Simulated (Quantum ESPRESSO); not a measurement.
# ZrSe2 (P-3m1) in Quantum ESPRESSO: band structure with r2SCAN

Aim: the band structure of ZrSe2 with r2SCAN.

Everything below comes from runs of Quantum ESPRESSO 7.5. Logs are shortened: lines on timing, memory, paths and dates and some standing lists are left out, and cuts for length are marked.

**What was measured.**

From “Stress-Tuned Optical Transitions in Layered 1T-MX2 (M= Hf, Zr, Sn; X= S, Se) Crystals”, 2022, arxiv:2210.12074, for a bulk crystal of ZrSe2: band gap 1.2 eV (indirect).

The results are compared with them further down.

## (1) Starting point

It takes space group P-3m1 (No. 164, trigonal). The conventional cell has a = 3.798 Å, b = 3.798 Å, c = 6.192 Å, α = 90.00°, β = 90.00°, γ = 120.00°. Zr (site symmetry -3m) has 6 Se at 2.68 Å as nearest neighbours. Se (site symmetry 3m) is surrounded by 3 Zr at 2.68 Å.

## (2) Band structure, r2SCAN

Input file pw.in:

```
&CONTROL
  calculation = 'scf'
  prefix = 'pwscf'
  outdir = './tmp'
  pseudo_dir = './pseudo'
  tprnfor = .true.
  tstress = .true.
  disk_io = 'low'
/
&SYSTEM
  ibrav = 0
  celldm(1) = 8
  nat = 3
  ntyp = 2
  ecutwfc = 70
  nbnd = 19
  input_dft = 'r2scan'
  occupations = 'smearing'
  smearing = 'fd'
  degauss = 0.00367493
  nosym = .true.
/
&ELECTRONS
  conv_thr = 1d-08
  electron_maxstep = 120
  mixing_beta = 0.5
/
ATOMIC_SPECIES
Zr    91.2240 Zr_ONCV_PBE-1.2.upf
Se    78.9710 Se_ONCV_PBE-1.2.upf
CELL_PARAMETERS alat
  0.8971474776661   0.0000000000000   0.0000000000000
 -0.4485737388330   0.7769525066063   0.0000000000000
  0.0000000000000   0.0000000000000   1.4626480204603
ATOMIC_POSITIONS crystal
Zr     0.0000000000    0.0000000000    0.0000000000
Se     0.6666666667    0.3333333333    0.7500000000
Se     0.3333333333    0.6666666667    0.2500000000
K_POINTS automatic
6 6 4 0 0 0
```

Input file pp_density.in:

```
&INPUTPP
  prefix = 'pwscf'
  outdir = './tmp'
  filplot = 'density.dat'
  plot_num = 0
/
&PLOT
  nfile = 1
  filepp(1) = 'density.dat'
  iflag = 3
  output_format = 6
  fileout = 'density.cube'
/
```

Input file pp_potential.in:

```
&INPUTPP
  prefix = 'pwscf'
  outdir = './tmp'
  filplot = 'potential.dat'
  plot_num = 11
/
&PLOT
  nfile = 1
  filepp(1) = 'potential.dat'
  iflag = 3
  output_format = 6
  fileout = 'potential.cube'
/
```

Input file pp_elf.in:

```
&INPUTPP
  prefix = 'pwscf'
  outdir = './tmp'
  filplot = 'elf.dat'
  plot_num = 8
/
&PLOT
  nfile = 1
  filepp(1) = 'elf.dat'
  iflag = 3
  output_format = 6
  fileout = 'elf.cube'
/
```

Input file bands.in:

```
&CONTROL
  calculation = 'bands'
  prefix = 'pwscf'
  outdir = './tmp'
  pseudo_dir = './pseudo'
  disk_io = 'low'
  verbosity = 'high'
/
&SYSTEM
  ibrav = 0
  celldm(1) = 8
  nat = 3
  ntyp = 2
  ecutwfc = 70
  nbnd = 19
  input_dft = 'r2scan'
  occupations = 'smearing'
  smearing = 'fd'
  degauss = 0.00367493
  nosym = .true.
/
&ELECTRONS
  conv_thr = 1d-08
  electron_maxstep = 120
  mixing_beta = 0.5
  diago_full_acc = .true.
  startingwfc = 'random'
/
ATOMIC_SPECIES
Zr    91.2240 Zr_ONCV_PBE-1.2.upf
Se    78.9710 Se_ONCV_PBE-1.2.upf
CELL_PARAMETERS alat
  0.8971474776661   0.0000000000000   0.0000000000000
 -0.4485737388330   0.7769525066063   0.0000000000000
  0.0000000000000   0.0000000000000   1.4626480204603
ATOMIC_POSITIONS crystal
Zr     0.0000000000    0.0000000000    0.0000000000
Se     0.6666666667    0.3333333333    0.7500000000
Se     0.3333333333    0.6666666667    0.2500000000
K_POINTS crystal
60
 0.0000000000  0.0000000000  0.0000000000 1
 0.0625000000  0.0000000000  0.0000000000 1
 0.1250000000  0.0000000000  0.0000000000 1
 0.1875000000  0.0000000000  0.0000000000 1
 0.2500000000  0.0000000000  0.0000000000 1
 0.3125000000  0.0000000000  0.0000000000 1
 0.3750000000  0.0000000000  0.0000000000 1
 0.4375000000  0.0000000000  0.0000000000 1
 0.5000000000  0.0000000000  0.0000000000 1
 0.4583333333  0.0833333333  0.0000000000 1
 0.4166666667  0.1666666667  0.0000000000 1
 0.3750000000  0.2500000000  0.0000000000 1
 0.3333333333  0.3333333333  0.0000000000 1
 0.2962962963  0.2962962963  0.0000000000 1
 0.2592592593  0.2592592593  0.0000000000 1
 0.2222222222  0.2222222222  0.0000000000 1
 0.1851851852  0.1851851852  0.0000000000 1
 0.1481481481  0.1481481481  0.0000000000 1
 0.1111111111  0.1111111111  0.0000000000 1
 0.0740740741  0.0740740741  0.0000000000 1
 0.0370370370  0.0370370370  0.0000000000 1
 0.0000000000  0.0000000000  0.0000000000 1
 0.0000000000  0.0000000000  0.1250000000 1
 0.0000000000  0.0000000000  0.2500000000 1
 0.0000000000  0.0000000000  0.3750000000 1
 0.0000000000  0.0000000000  0.5000000000 1
 0.0625000000  0.0000000000  0.5000000000 1
 0.1250000000  0.0000000000  0.5000000000 1
 0.1875000000  0.0000000000  0.5000000000 1
 0.2500000000  0.0000000000  0.5000000000 1
 0.3125000000  0.0000000000  0.5000000000 1
 0.3750000000  0.0000000000  0.5000000000 1
 0.4375000000  0.0000000000  0.5000000000 1
 0.5000000000  0.0000000000  0.5000000000 1
 0.4666666667  0.0666666667  0.5000000000 1
 0.4333333333  0.1333333333  0.5000000000 1
 0.4000000000  0.2000000000  0.5000000000 1
 0.3666666667  0.2666666667  0.5000000000 1
 0.3333333333  0.3333333333  0.5000000000 1
 0.3000000000  0.3000000000  0.5000000000 1
 0.2666666667  0.2666666667  0.5000000000 1
 0.2333333333  0.2333333333  0.5000000000 1
 0.2000000000  0.2000000000  0.5000000000 1
 0.1666666667  0.1666666667  0.5000000000 1
 0.1333333333  0.1333333333  0.5000000000 1
 0.1000000000  0.1000000000  0.5000000000 1
 0.0666666667  0.0666666667  0.5000000000 1
 0.0333333333  0.0333333333  0.5000000000 1
 0.0000000000  0.0000000000  0.5000000000 1
 0.5000000000  0.0000000000  0.5000000000 1
 0.5000000000  0.0000000000  0.4000000000 1
 0.5000000000  0.0000000000  0.3000000000 1
 0.5000000000  0.0000000000  0.2000000000 1
 0.5000000000  0.0000000000  0.1000000000 1
 0.5000000000  0.0000000000  0.0000000000 1
 0.3333333333  0.3333333333  0.0000000000 1
 0.3333333333  0.3333333333  0.1250000000 1
 0.3333333333  0.3333333333  0.2500000000 1
 0.3333333333  0.3333333333  0.3750000000 1
 0.3333333333  0.3333333333  0.5000000000 1
```

Potentials or basis: SG15 PBE 1.2.

Launch:

```bash
$ OMP_NUM_THREADS=1 mpirun -n 2 pw.x -nk 2 -in pw.in > pw.out
$ OMP_NUM_THREADS=1 mpirun -n 1 pp.x -in pp_density.in > pp_density.out
$ OMP_NUM_THREADS=1 mpirun -n 1 pp.x -in pp_potential.in > pp_potential.out
$ OMP_NUM_THREADS=1 mpirun -n 1 pp.x -in pp_elf.in > pp_elf.out
$ OMP_NUM_THREADS=1 mpirun -n 2 pw.x -nk 2 -in bands.in > bands.out
```

pw.out:

```text
This program is part of the open-source Quantum ESPRESSO suite
     for quantum simulation of materials; please cite
         "P. Giannozzi et al., J. Phys.:Condens. Matter 21 395502 (2009);
         "P. Giannozzi et al., J. Phys.:Condens. Matter 29 465901 (2017);
         "P. Giannozzi et al., J. Chem. Phys. 152 154105 (2020);
     in publications or presentations arising from this work. More details at

     IMPORTANT: XC functional enforced from input :
     Exchange-correlation= R2SCAN
                           (   0   0   0   0   0 497 498)
     Any further DFT definition will be discarded
     Please, verify this is what you really want

     K-points division:     npool     =       2
     Subspace diagonalization in iterative solution of the eigenvalue problem:
     a serial algorithm will be used

     G-vector sticks info
     --------------------
     sticks:   dense  smooth     PW     G-vecs:    dense   smooth      PW
     Sum        1003    1003    313                41289    41289    7079

     Using Slab Decomposition

     bravais-lattice index     =            0
     lattice parameter (alat)  =       8.0000  a.u.
     unit-cell volume          =     521.9971 (a.u.)^3
     number of atoms/cell      =            3
     number of atomic types    =            2
     number of electrons       =        24.00
     number of Kohn-Sham states=           19
     kinetic-energy cutoff     =      70.0000  Ry
     charge density cutoff     =     280.0000  Ry
     scf convergence threshold =      1.0E-08
     mixing beta               =       0.5000
     number of iterations used =            8  plain     mixing
     Exchange-correlation= R2SCAN
                           (   0   0   0   0   0 497 498)

     celldm(1)=   8.000000  celldm(2)=   0.000000  celldm(3)=   0.000000
     celldm(4)=   0.000000  celldm(5)=   0.000000  celldm(6)=   0.000000

     crystal axes: (cart. coord. in units of alat)
               a(1) = (   0.897147   0.000000   0.000000 )
               a(2) = (  -0.448574   0.776953   0.000000 )
               a(3) = (   0.000000   0.000000   1.462648 )

     reciprocal axes: (cart. coord. in units 2 pi/alat)
               b(1) = (  1.114644  0.643540 -0.000000 )
               b(2) = (  0.000000  1.287080  0.000000 )
               b(3) = (  0.000000 -0.000000  0.683691 )

     PseudoPot. # 1 for Zr read from file:
     Zr_ONCV_PBE-1.2.upf
     Pseudo is Norm-conserving, Zval = 12.0
     Generated using ONCVPSP code by D. R. Hamann
     Using radial grid of  602 points,  6 beta functions with:
                l(1) =   0
                l(2) =   0
                l(3) =   1
                l(4) =   1
                l(5) =   2
                l(6) =   2

     PseudoPot. # 2 for Se read from file:
     Se_ONCV_PBE-1.2.upf
     Pseudo is Norm-conserving, Zval =  6.0
     Generated using ONCVPSP code by D. R. Hamann
     Using radial grid of  602 points,  6 beta functions with:
                l(1) =   0
                l(2) =   0
                l(3) =   1
                l(4) =   1
                l(5) =   2
                l(6) =   2

     atomic species   valence    mass     pseudopotential
     Zr               12.00    91.22400     Zr( 1.00)
     Se                6.00    78.97100     Se( 1.00)

     No symmetry found

   Cartesian axes

     site n.     atom                  positions (alat units)
         1        Zr     tau(   1) = (   0.0000000   0.0000000   0.0000000  )
         2        Se     tau(   2) = (   0.4485737   0.2589842   1.0969860  )
         3        Se     tau(   3) = (  -0.0000000   0.5179683   0.3656620  )

     number of k points=    76  Fermi-Dirac smearing, width (Ry)=  0.0037
                       cart. coord. in units 2pi/alat
        k(    1) = (   0.0000000   0.0000000   0.0000000), wk =   0.0138889
        k(    2) = (   0.0000000   0.0000000   0.1709229), wk =   0.0277778
        k(    3) = (   0.0000000   0.0000000  -0.3418457), wk =   0.0138889
        k(    4) = (   0.0000000   0.2145133   0.0000000), wk =   0.0277778
        k(    5) = (   0.0000000   0.2145133   0.1709229), wk =   0.0277778
        k(    6) = (   0.0000000   0.2145133  -0.3418457), wk =   0.0277778
[... 68 lines left out ...]
        k(   75) = (  -0.5573220  -0.9653100   0.1709229), wk =   0.0277778
        k(   76) = (  -0.5573220  -0.9653100  -0.3418457), wk =   0.0138889

     Dense  grid:    41289 G-vectors     FFT dimensions: (  40,  40,  64)

     WARNING: libxc functional with ID  497 depends
      on external parameters: check the user_guide of
      QE if you need to modify them or to check their
      default values.

     WARNING: libxc functional with ID  498 depends
      on external parameters: check the user_guide of
      QE if you need to modify them or to check their
      default values.

     Initial potential from superposition of free atoms

     starting charge      23.8114, renormalised to      24.0000
     Starting wfcs are random

     Self-consistent Calculation

     iteration #  1     ecut=    70.00 Ry     beta= 0.50
     Davidson diagonalization with overlap
     ethr =  1.00E-02,  avg # of iterations =  9.3

     total energy              =    -132.93118130 Ry
     estimated scf accuracy    <       2.93861307 Ry

     iteration #  2     ecut=    70.00 Ry     beta= 0.50
     Davidson diagonalization with overlap
     ethr =  1.00E-02,  avg # of iterations =  1.0
[... 50 lines left out ...]
     total energy              =    -133.06271919 Ry
     estimated scf accuracy    <       0.00000005 Ry

     iteration # 10     ecut=    70.00 Ry     beta= 0.50
     Davidson diagonalization with overlap
     ethr =  2.15E-10,  avg # of iterations =  2.0

     End of self-consistent calculation

          k = 0.0000 0.0000 0.0000 (  5215 PWs)   bands (ev):

   -44.5060 -21.5833 -21.4678 -21.4678  -6.7332  -5.4144   2.2618   4.2147
     4.2147   6.9917   6.9917   7.0635   8.4130   8.4130   8.9895  11.7151
    11.7151  12.4583  12.6659

          k = 0.0000 0.0000 0.1709 (  5185 PWs)   bands (ev):

   -44.5060 -21.5834 -21.4678 -21.4678  -6.6227  -5.5833   2.7067   4.2383
     4.2383   6.0574   6.9070   6.9070   8.3993   8.3993   9.2764  11.9094
    11.9094  12.8609  13.3341
[... 367 lines left out ...]
          k =-0.5573-0.3218 0.1709 (  5132 PWs)   bands (ev):

   -44.4936 -21.6577 -21.5359 -21.5085  -5.7606  -5.3599   2.3064   3.5663
     4.3522   4.4487   5.4943   5.7919   7.8450   9.9472  10.3032  12.1512
    12.4532  13.0574  14.1778

          k =-0.5573-0.3218-0.3418 (  5148 PWs)   bands (ev):

   -44.4936 -21.6576 -21.5360 -21.5085  -5.8009  -5.3091   2.2501   3.3542
     4.2723   4.4702   5.9419   6.0392   7.7212   9.9423  10.2944  11.8791
    12.5144  12.8973  13.9084

          k =-0.5573-0.1073 0.0000 (  5154 PWs)   bands (ev):

   -44.4936 -21.6325 -21.5386 -21.5317  -5.6519  -5.4818   2.7931   3.6375
     4.2741   4.4048   4.7336   5.4157   8.7192   9.8099  10.1472  11.3982
    12.3458  14.4594  15.1847

          k =-0.5573-0.1073 0.1709 (  5158 PWs)   bands (ev):

   -44.4936 -21.6324 -21.5387 -21.5317  -5.7117  -5.4139   2.7170   3.3123
     4.2703   4.6385   4.8955   5.6859   8.5281   9.8749  10.1111  11.3583
    12.3085  14.2670  14.9528

          k =-0.5573-0.1073-0.3418 (  5154 PWs)   bands (ev):

   -44.4936 -21.6324 -21.5387 -21.5317  -5.6971  -5.4297   2.6919   3.2332
     4.2915   4.7327   4.9937   5.6726   8.5080   9.6608  10.1200  11.5425
    12.5528  13.8899  14.6896

          k =-0.5573-0.1073-0.1709 (  5158 PWs)   bands (ev):

   -44.4936 -21.6325 -21.5387 -21.5317  -5.6217  -5.5132   2.7700   3.4736
     4.3126   4.6365   4.7939   5.3600   8.7206   9.6057  10.1376  11.5159
    12.6986  13.9249  15.4758

          k =-0.5573 0.1073 0.0000 (  5154 PWs)   bands (ev):

   -44.4936 -21.6325 -21.5386 -21.5317  -5.6519  -5.4818   2.7931   3.6375
     4.2741   4.4048   4.7336   5.4157   8.7192   9.8099  10.1472  11.3982
    12.3458  14.4594  15.1847

          k =-0.5573 0.1073 0.1709 (  5158 PWs)   bands (ev):

   -44.4936 -21.6325 -21.5387 -21.5317  -5.6217  -5.5132   2.7700   3.4736
     4.3126   4.6365   4.7939   5.3600   8.7206   9.6057  10.1376  11.5159
    12.6986  13.9249  15.4760

          k =-0.5573 0.1073-0.3418 (  5154 PWs)   bands (ev):

   -44.4936 -21.6324 -21.5387 -21.5317  -5.6971  -5.4297   2.6919   3.2332
     4.2915   4.7327   4.9937   5.6726   8.5080   9.6608  10.1200  11.5425
    12.5528  13.8899  14.6896

          k =-0.5573 0.1073-0.1709 (  5158 PWs)   bands (ev):

   -44.4936 -21.6324 -21.5387 -21.5317  -5.7117  -5.4139   2.7170   3.3123
     4.2703   4.6385   4.8955   5.6859   8.5281   9.8749  10.1111  11.3583
    12.3085  14.2670  14.9528

          k =-0.5573-0.9653 0.0000 (  5146 PWs)   bands (ev):

   -44.4936 -21.6577 -21.5359 -21.5085  -5.7069  -5.4240   2.3520   4.0277
     4.3423   4.4489   4.8583   5.6286   7.9099   9.9510  10.3102  12.2886
    12.4635  13.5127  14.7934

          k =-0.5573-0.9653 0.1709 (  5132 PWs)   bands (ev):

   -44.4936 -21.6577 -21.5359 -21.5085  -5.7606  -5.3599   2.3064   3.5663
     4.3522   4.4487   5.4943   5.7919   7.8450   9.9472  10.3032  12.1512
    12.4532  13.0574  14.1778

          k =-0.5573-0.9653-0.3418 (  5148 PWs)   bands (ev):

   -44.4936 -21.6576 -21.5360 -21.5085  -5.8009  -5.3091   2.2501   3.3542
     4.2723   4.4702   5.9419   6.0392   7.7212   9.9423  10.2944  11.8791
    12.5144  12.8973  13.9084

     the Fermi energy is     7.3760 ev

!    total energy              =    -133.06271920 Ry
     estimated scf accuracy    <          1.1E-09 Ry
     smearing contrib. (-TS)   =      -0.00000319 Ry
     internal energy E=F+TS    =    -133.06271601 Ry

     The total energy is F=E-TS. E is the sum of the following terms:
     one-electron contribution =     -53.17609205 Ry
     hartree contribution      =      33.35915414 Ry
     xc contribution           =     -20.20583170 Ry
     ewald contribution        =     -93.03994640 Ry

     convergence has been achieved in  10 iterations

     Forces acting on atoms (cartesian axes, Ry/au):

     atom    1 type  1   force =     0.00000003   -0.00000005   -0.00000001
     atom    2 type  2   force =     0.00000006   -0.00000005   -0.00807497
     atom    3 type  2   force =    -0.00000009    0.00000010    0.00807498

     Total force =     0.011420     Total SCF correction =     0.000064

     Computing stress (Cartesian axis) and pressure

          total   stress  (Ry/bohr**3)                   (kbar)     P=       17.55
   0.00010467   0.00000000  -0.00000000           15.40        0.00       -0.00
   0.00000000   0.00010467   0.00000000            0.00       15.40        0.00
  -0.00000000   0.00000000   0.00014860           -0.00        0.00       21.86

=------------------------------------------------------------------------------=
   JOB DONE.
=------------------------------------------------------------------------------=
```

Run time: 5.2 min. Hardware: 2 MPI ranks of Arm Neoverse V1, shared host; peak memory 0.32 GiB.

Results:

* Free energy: -1810.4105 eV
* Pressure: 1.8 GPa
* Largest force: 0.208 eV/Å
* Band gap on the k mesh: 0.66 eV, indirect (least direct gap 1.35 eV)
* Band gap along the path: 0.65 eV, indirect (least direct gap 1.35 eV)

Forces in eV/Å, atoms in the order of the input:
```
Zr   0.000  0.000  0.000
Se   0.000  0.000 -0.208
Se   0.000  0.000  0.208
```

Stress tensor (GPa, compression positive):
```
1.54 0.00 0.00
0.00 1.54 0.00
0.00 0.00 2.19
```

Levels at the corners of the path, in eV from the valence-band top:
| point | band 8 | band 9 | band 10 | band 11 | band 12 | band 13 | band 14 | band 15 | band 16 | band 17 |
| --- | --- | --- | --- | --- | --- | --- | --- | --- | --- | --- |
| Γ | -2.86 | -2.86 | -0.08 | -0.08 | -0.01 | 1.34 | 1.34 | 1.92 | 4.65 | 4.65 |
| M | -3.04 | -2.73 | -2.62 | -2.21 | -1.44 | 0.84 | 2.88 | 3.24 | 5.22 | 5.39 |
| K | -3.65 | -3.65 | -2.39 | -2.39 | -1.83 | 2.03 | 2.95 | 2.95 | 4.40 | 4.40 |
| Γ | -2.86 | -2.86 | -0.08 | -0.08 | -0.01 | 1.34 | 1.34 | 1.92 | 4.65 | 4.65 |
| A | -2.81 | -2.81 | -2.10 | -0.25 | -0.25 | 1.32 | 1.32 | 2.33 | 5.05 | 5.05 |
| L | -3.72 | -2.80 | -2.60 | -1.13 | -1.03 | 0.65 | 2.87 | 3.22 | 4.81 | 5.44 |
| H | -3.82 | -3.47 | -2.44 | -2.09 | -2.09 | 2.10 | 2.56 | 2.56 | 5.19 | 5.19 |
| A | -2.81 | -2.81 | -2.10 | -0.25 | -0.25 | 1.32 | 1.32 | 2.33 | 5.05 | 5.05 |
| L | -3.72 | -2.80 | -2.60 | -1.13 | -1.03 | 0.65 | 2.87 | 3.22 | 4.81 | 5.44 |
| M | -3.04 | -2.73 | -2.62 | -2.21 | -1.44 | 0.84 | 2.88 | 3.24 | 5.22 | 5.39 |
| K | -3.65 | -3.65 | -2.39 | -2.39 | -1.83 | 2.03 | 2.95 | 2.95 | 4.40 | 4.40 |
| H | -3.82 | -3.47 | -2.44 | -2.09 | -2.09 | 2.10 | 2.56 | 2.56 | 5.19 | 5.19 |

Caveat: the potentials were made for another functional, which shifts forces and pressure.

## (3) Against experiment

Step 2. Against the measured gap of ZrSe2, 1.2 eV (indirect; quoted in “Stress-Tuned Optical Transitions in Layered 1T-MX2 (M= Hf, Zr, Sn; X= S, Se) Crystals”, 2022, arxiv:2210.12074), the calculated 0.65 eV is off by -0.55 eV. Spin-orbit coupling on Se, Zr is left out. The value is that of r2SCAN, without temperature or zero-point motion.
